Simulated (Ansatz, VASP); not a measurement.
One calculation of Ag, two programs

Contents of INCAR:

```
ALGO = Normal
EDIFF = 1E-7
ENCUT = 520
GGA = RE
ISIF = 2
ISMEAR = -1
LASPH = True
LCHARG = False
LREAL = False
LWAVE = False
NBANDS = 12
NELM = 100
PREC = Accurate
SIGMA = 0.1
```

Contents of KPOINTS:

```
k-points
0
Gamma
  15 15 15
```

POSCAR

```
Ag
1.0
   -1.7345831785      1.7345831785      1.7345831785
    1.7345831785     -1.7345831785      1.7345831785
    1.7345831785      1.7345831785     -1.7345831785
Ag
1
Direct
    0.0000000000      0.0000000000      0.0000000000
```

Input for Ansatz:

```yaml
crystal:
  lattice:
    - [-1.7345831785, 1.7345831785, 1.7345831785]
    - [1.7345831785, -1.7345831785, 1.7345831785]
    - [1.7345831785, 1.7345831785, -1.7345831785]
  atoms:
    - { symbol: Ag, position: [0.0, 0.0, 0.0] }
hamiltonian:
  xc: revpbe
  pseudopotentials:
    kind: paw
    azcp:
      Ag: "pseudopotentials/Ag.paw.azcp"
basis:
  ecutwfc: 420
  fft_grid_basis: typed
kpoints:
  mp_grid: { grid: [15, 15, 15], shift: [0, 0, 0] }
magnetization:
  spin_polarized: false
scf:
  occupations: { method: fermi_dirac, width: 0.1 }
  lower_state_search: "off"
output:
  stress: true
```

Alike in both runs: task single point; functional revPBE; k mesh 15 × 15 × 15; occupations fermi-dirac, width 0.1 eV; no spin polarisation.

|  | VASP | Ansatz |
| --- | --- | --- |
| version | VASP 6.6.1 | Ansatz 0.2.0 |
| potentials or method | VASP PAW PBE potentials, release 64 (Ag) | plane waves (420 eV) with PAW, scalar-relativistic |
| plane-wave cutoff (eV) | 520 | 420 |
| valence electrons in the cell | 11 | 19 |

|  | VASP | Ansatz | Ansatz less VASP |
| --- | --- | --- | --- |
| pressure (GPa) | -6.4 | -6.4 | 0.00 |

With one functional, cell and mesh, what is left measures potentials, basis and numerics. The two sets of potentials don't hold the same shells in valence.

Caveats: the PAW data sets were made with another functional, which shifts forces and pressure a little (VASP).
